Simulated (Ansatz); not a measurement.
Wanted: the native input for an Ansatz 0.2.0 run.

```
Task                : relaxation of cell and atoms
Functional          : revPBE
Potentials or basis : Ansatz PAW
Cutoff              : 420 eV (not typed: the program's choice for these potentials)
k mesh              : 8 × 8 × 8
Occupations         : fermi-dirac, width 0.05 eV
Spin                : no spin polarisation
```

Crystal: InP.

```
In P
1.0
     0.00000    2.93050    2.93050
     2.93050    0.00000    2.93050
     2.93050    2.93050    0.00000
In P
1 1
Cartesian
  0.0000 0.0000 0.0000
  4.3957 4.3957 4.3957
```

These files were run (other wordings do the same):

input.yaml

```yaml
crystal:
  lattice:
    - [0.0, 2.9305, 2.9305]
    - [2.9305, 0.0, 2.9305]
    - [2.9305, 2.9305, 0.0]
  atoms:
    - { symbol: In, position: [0.0, 0.0, 0.0] }
    - { symbol: P, position: [0.75, 0.75, 0.75] }
hamiltonian:
  xc: revpbe
  pseudopotentials: { kind: paw }
kpoints:
  mp_grid: { grid: [8, 8, 8] }
scf:
  occupations: { method: fermi_dirac, width: 0.05 }
output:
  forces: true
  stress: true
relax:
  f_tol: 0.01
  max_steps: 40
  cell: { stress_tol: 0.05 }
```

Potentials or basis: Ansatz PAW.

Command:

```console
$ ansatz run input.yaml --threads 2 --pin off --max-ram 5632MiB --backend cpu --events-out ev --progress --plain --runs-dir out
```

It gave:

| Quantity | Value |
| --- | --- |
| Relaxed volume | 27.03 Å³/atom |
| Relaxed cell | a = 4.244 Å, b = 4.244 Å, c = 4.244 Å, α = 60.00°, β = 60.00°, γ = 60.00° |
| Space group after relaxing (to 0.05 Å) | F-43m (No. 216) |
| Energy gained by relaxing | 25.1 meV/atom |
| Ionic steps | 4 |
| Pressure after relaxing | 0.0 GPa |
| Band gap on the k mesh | 0.42 eV |

Caveat: the plane-wave basis is chosen anew once the cell has moved, so the energies of steps on either side of that aren't comparable; spin-orbit coupling is left out, which moves the levels of the heavy elements; the PAW data sets come from PBE, with cores solved anew for the run's functional, which leaves a small shift of forces and pressure.

Wall time 7.6 s on 2 threads of Intel(R) Xeon(R) Processor @ 2.70GHz (shared host), peak memory 0.37 GiB.
